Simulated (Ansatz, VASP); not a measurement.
One calculation of N, two programs

INCAR

```
SYSTEM = N
PREC = Accurate
ENCUT = 520
EDIFF = 1E-6
ISMEAR = -1
SIGMA = 0.02
LREAL = .FALSE.
LASPH = .TRUE.
NELM = 100
ALGO = Normal
ISIF = 2
LWAVE = .FALSE.
LCHARG = .FALSE.
GGA = PE
NBANDS = 12
```

KPOINTS

```
regular mesh
0
G
  8 8 8
  0 0 0
```

POSCAR

```
N
1.0
    2.5194737886      0.0000000000      0.0000000000
   -1.2597368943      2.1819283051      0.0000000000
    0.0000000000      0.0000000000      2.4460020000
N
2
Direct
    0.3333333333      0.6666666667      0.7500000000
    0.6666666667      0.3333333333      0.2500000000
```

input.yaml

```yaml
crystal:
  lattice:
    - [2.5194737886, 0.0, 0.0]
    - [-1.2597368943, 2.1819283051, 0.0]
    - [0.0, 0.0, 2.446002]
  atoms:
    - { symbol: "N", position: [0.3333333333, 0.6666666667, 0.75] }
    - { symbol: "N", position: [0.6666666667, 0.3333333333, 0.25] }
kpoints:
  mp_grid: { grid: [8, 8, 8] }
scf:
  occupations: { method: fermi_dirac, width: 0.02 }
hamiltonian:
  xc: pbe
  pseudopotentials: { kind: all_electron, lapw: { basis_error: 0.002 } }
output:
  forces: true
  stress: true
  eigenvalues: true
```

The real solid is made of molecules; this cell is a model form.

Alike in both runs: task single point; functional PBE; k mesh 8 × 8 × 8; occupations fermi-dirac, width 0.02 eV; no spin polarisation.

|  | VASP | Ansatz |
| --- | --- | --- |
| version | VASP 6.6.1 | Ansatz 0.2.0 |
| potentials or method | VASP PAW PBE potentials, release 64 (N) | all-electron LAPW, scalar-relativistic |
| plane-wave cutoff (eV) | 520 | see its input |

Ansatz gave:

| Item | Value |
| --- | --- |
| gap on the k mesh at the Fermi level (eV) | none |
| pressure (GPa) | 9.0 |
| largest component of the traceless stress (GPa) | 5.42 |

Question: What did VASP give for the same quantities?

Answer: gap on the k mesh at the Fermi level (eV): none; pressure (GPa): 9.2; largest component of the traceless stress (GPa): 5.31.

A gap of «none» marks a metal or a gap that the smearing closes. Ansatz ran all-electron here, so the differences hold the error of VASP's frozen core and of both bases.

Caveats: the k mesh is thin for a metal, which can move the energy by tens of meV per atom (Ansatz).
